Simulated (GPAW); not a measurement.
Consider NaF (Villiaumite, Fm-3m).

```xyz
2
Lattice="0.0000 2.3200 2.3200 2.3200 0.0000 2.3200 2.3200 2.3200 0.0000" Properties=species:S:1:pos:R:3 pbc="T T T"
Na    0.0000    0.0000    0.0000
F     2.3200    2.3200    2.3200
```

Absorber: atom 1, with 6 F at 2.32 Å (octahedral, site symmetry m-3m). Method: GPAW, LDA, full core hole (charged cell), 12-atom cell with 5.7 Å between holes, 4×5×5 k points, dipole transitions, Gaussian full width 0.9 eV up to 4 eV, rising linearly to 3.5 eV at 25 eV.

Where do the maxima of the Na K edge fall?

Main maxima up to 24 eV above the zero (height): 4.5 eV (2.54), 6.8 eV (1.44), 11.7 eV (2.43) and 21.1 eV (0.96). A K edge sees empty p states on the absorber. The total-energy difference plus the lowest empty eigenvalue puts the zero at 1076.07 eV. One term is added: -11.92 eV, since the hole is spin-paired here and a spin-polarised one costs that much less in the free atom (computed apart). The photon energy is then 1064.15 eV. The tabulated edge of the element is 1070.8 eV. The functional and the charged cell's background leave an error in such absolute values: in the free atom LDA prices this hole 5.9 eV below PBE (computed apart), and PBE is itself good to a few eV.

The Na K spectrum (energy from the lowest empty level; intensity scaled to a mean of 1 over the first 20 eV):

```
E (eV)  intensity
  -2.0       0.00
  -1.5       0.00
  -1.0       0.00
  -0.5       0.00
   0.0       0.00
   0.5       0.01
   1.0       0.03
   1.5       0.05
   2.0       0.06
   2.5       0.20
   3.0       0.67
   3.5       1.26
   4.0       1.99
   4.5       2.54
   5.0       2.12
   5.5       1.33
   6.0       1.10
   6.5       1.37
   7.0       1.38
   7.5       1.01
   8.0       0.72
   8.5       0.66
   9.0       0.75
   9.5       1.02
  10.0       1.44
  10.5       1.85
  11.0       2.20
  11.5       2.41
  12.0       2.37
  12.5       2.06
  13.0       1.59
  13.5       1.13
  14.0       0.79
  14.5       0.58
  15.0       0.45
  15.5       0.39
  16.0       0.36
  16.5       0.35
  17.0       0.37
  17.5       0.41
  18.0       0.47
  18.5       0.55
  19.0       0.65
  19.5       0.76
  20.0       0.86
  20.5       0.93
  21.0       0.96
  21.5       0.94
  22.0       0.87
  22.5       0.77
  23.0       0.65
  23.5       0.53
  24.0       0.43
  24.5       0.35
  25.0       0.30
  25.5       0.26
  26.0       0.23
  26.5       0.21
  27.0       0.19
  27.5       0.18
  28.0       0.18
  28.5       0.17
  29.0       0.17
  29.5       0.18
  30.0       0.19
  30.5       0.20
  31.0       0.22
  31.5       0.24
  32.0       0.27
```

The holes are only 5.7 Å apart, so the shape is probably not converged with cell size; no larger cell was run here. The mesh is coarse (0.29 Å⁻¹ between points), so small maxima may be mesh ripples. The structure is a published determination, not relaxed.

[Banner, clock and machine lines of the logs are left out without a mark of their own.]

[Logs are printed without paths, hosts, clocks, repeated set-up lines and the standing remarks that a program may print on its own settings, such as how far it seeks lower states.]

[Hosts, paths, dates, database ids (printed as entryN), source tags and the programs' standing remarks are cut or masked in the printed files.]

[Lists of maxima count a maximum above −3 eV only where it reaches 4 % of the highest in the window and stands out from its surroundings by 2 % of it (1.5 % where it reaches 55 %); shoulders and weaker maxima are passed over, and of the rest the first, up to two pre-edge ones and the few strongest are named.]
